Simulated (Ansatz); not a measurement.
Write the native input for Ansatz 0.2.0 that does the following.

```yaml
Task: relaxation of cell and atoms
Functional: PBEsol
Potentials_or_basis: all-electron LAPW, scalar-relativistic
Basis_error_allowed: 0.002 eV/atom
k_mesh: 12 × 12 × 12
Occupations: fermi-dirac, width 0.05 eV
Spin: no spin polarisation
Target_pressure: 5 GPa
```

Crystal: Si2W.

```
CELL_PARAMETERS angstrom
-1.60690 1.60690 3.91495
1.60690 -1.60690 3.91495
1.60690 1.60690 -3.91495
ATOMIC_POSITIONS crystal
W 0.00000 0.00000 0.00000
Si 0.66530 0.66530 0.00000
Si 0.33470 0.33470 0.00000
```

These files were run (other wordings do the same):

input.yaml

```yaml
crystal:
  lattice:
    - [-1.6069, 1.6069, 3.91495]
    - [1.6069, -1.6069, 3.91495]
    - [1.6069, 1.6069, -3.91495]
  atoms:
    - { symbol: W, position: [0.0, 0.0, 0.0] }
    - { symbol: Si, position: [0.6653, 0.6653, 0.0] }
    - { symbol: Si, position: [0.3347, 0.3347, 0.0] }
kpoints:
  mp_grid: { grid: [12, 12, 12] }
scf:
  occupations: { method: fermi_dirac, width: 0.05 }
hamiltonian:
  xc: pbesol
  pseudopotentials: { kind: all_electron, lapw: { basis_error: 0.002 } }
output:
  forces: true
  stress: true
relax:
  f_tol: 0.01
  max_steps: 60
  cell: { p_target: 5 }
```

Potentials or basis: all-electron LAPW, scalar-relativistic.

Command:

```bash
$ ansatz run input.yaml --threads 2 --pin off --max-ram 8192MiB --backend cpu --events-out ev --progress --plain --runs-dir out
```

It gave:

```yaml
Relaxed_volume: 13.08 Å³/atom
Relaxed_cell: a = 4.488 Å, b = 4.488 Å, c = 4.488 Å, α = 138.53°, β = 138.53°, γ = 60.10°
Space_group_after_relaxing_to_0.05_Å: I4/mmm (No. 139)
Energy_change_on_relaxing_the_enthalpy_is_what_falls: +3.4 meV/atom
Ionic_steps: 6
Pressure_after_relaxing: 5.0 GPa
```

Wall time 93 s on 2 threads of Arm Neoverse V2, on a shared host, peak memory 0.71 GiB.
